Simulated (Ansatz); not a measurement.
# Ansatz run, B

input.yaml (Ansatz 0.2.0)

```yaml
crystal:
  lattice:
    - [-1.127574, 1.127574, 1.127574]
    - [1.127574, -1.127574, 1.127574]
    - [1.127574, 1.127574, -1.127574]
  atoms:
    - { symbol: B, position: [0.0, 0.0, 0.0] }
  symmetry: { tolerance: 0.0003 }
kpoints:
  mp_grid: { grid: [21, 21, 21], shift: [0, 0, 0] }
  band_path:
    path:
      - [0.0, 0.0, 0.0]
      - [0.5, -0.5, 0.5]
      - [0.0, 0.0, 0.5]
      - [0.0, 0.0, 0.0]
      - [0.25, 0.25, 0.25]
      - [0.5, -0.5, 0.5]
      - [0.25, 0.25, 0.25]
      - [0.0, 0.0, 0.5]
    npoints: 8
magnetization:
  spin_polarized: false
scf:
  occupations: { method: fermi_dirac }
  lower_state_search: "off"
  max_iter: 200
hamiltonian:
  pseudopotentials: { kind: paw }
  xc: pbe
basis:
  ecutwfc: 420
  fft_grid_basis: typed
output:
  forces: true
  stress: true
  eigenvalues: true
  bader: true
  populations: true
  elf: true
  write_potential: true
  volumetric_format: npy
  dos:
    e_range: [-12, 8]
    de: 0.05
    projected: { site_lists: { B: [B] } }
checkpoint:
  read: saved_state
```

The saved state is an earlier solution for the same cell, perhaps on another mesh. 

Parts of the output:

```
Pseudopotentials: kind: paw
Pseudopotential: B, paw, valence charge 3, recommended cutoff 420 eV (normal), B.paw.azcp
Functional definition: PBE
  exchange = pbe_x(kappa = kappa, mu = beta*pi^2/3)
  correlation = pbe_c(beta = beta)
Crystal: 1 atoms, lattice volume = 5.734 Å³
Basis set: ecut = 420 eV, 135 PW (Γ), exchange–correlation on 30×30×30 points (8 copies of the dense FFT grid, shifted against one another)
Bands: 6, of which v1, the nominal top of the filled ones, is band 2 counted from 1 (1 counted from 0)
Symmetry: 48 space group operations
Space group: Im-3m (ITA 229), of the structure as read, at distance tolerance 5.4e-4 Å
k-points: 286 of 9261
Initial density: read from a saved state, or passed on in memory by an earlier SCF of this step, an earlier step, the calling program or the single point that the run made first
Functional: x = pbe(κ = 0.804, μ = 0.2195), c = pbe(β = 0.0667)
SCF iter   1: F=—  Δρ=1.12e-3  dr2=6.89e-6
SCF iter   2: F=—  Δρ=5.59e-4  dr2=1.61e-6
SCF iter   3: F=-154.1807 eV  Δρ=1.15e-5  dr2=6.12e-10
Free energy (F): -154.1807 eV
Harris-Foulkes:  -154.1807 eV  (|F-HF|=5.26e-9)
Internal energy: -154.1739 eV  (E = F + TS)
E sigma→0 (E₀):  -154.1773 eV
Entropy (-TS):   -0.0068 eV (-6.841 meV/atom)
Fermi energy:    14.8454 eV
--- Per-component energies (eV) ---
  E_band       = 20.2213
  E_kinetic    = 49.3688
  E_local      = 0.2653  (includes V_loc(G=0)·N_el)
  E_nonlocal   = 11.7130
  E_hartree    = 0.1656
  E_xc         = -32.7072
  E_vxc        = -38.9623  (∫ρ·V_xc dr)
  E_paw        = -78.4114  (= ΣΔE_a)
  E_vpaw       = -2.4947  (= ΣTr[D̂ρ^β])
  E_aug_tail   =  0.0000  (compensation charges beyond the density's cutoff)
  E_ewald      = -104.5681
  E_smearing   = -0.0068  (= −TS)
--- Stress (GPa, compression-positive) ---
       18.2113       0.0000       0.0000
        0.0000      18.2113       0.0000
        0.0000       0.0000      18.2113
  P = ⅓ Tr σ = 18.2113 GPa (182.113 kbar)
--- Löwdin populations: 1 site ---
  site symbol       q [e]
     0      B      2.9782
  spilling = 0.0073 (of n_electrons = 3.0000)
--- Bader charges: 1 site ---
  site symbol  charge [e]  shift [e]
     0      B      0.0000     0.0000
```

Origin: a known structure type with other elements, at an estimated volume, so it need not be a known compound. Caveats: atoms or cell far from equilibrium.
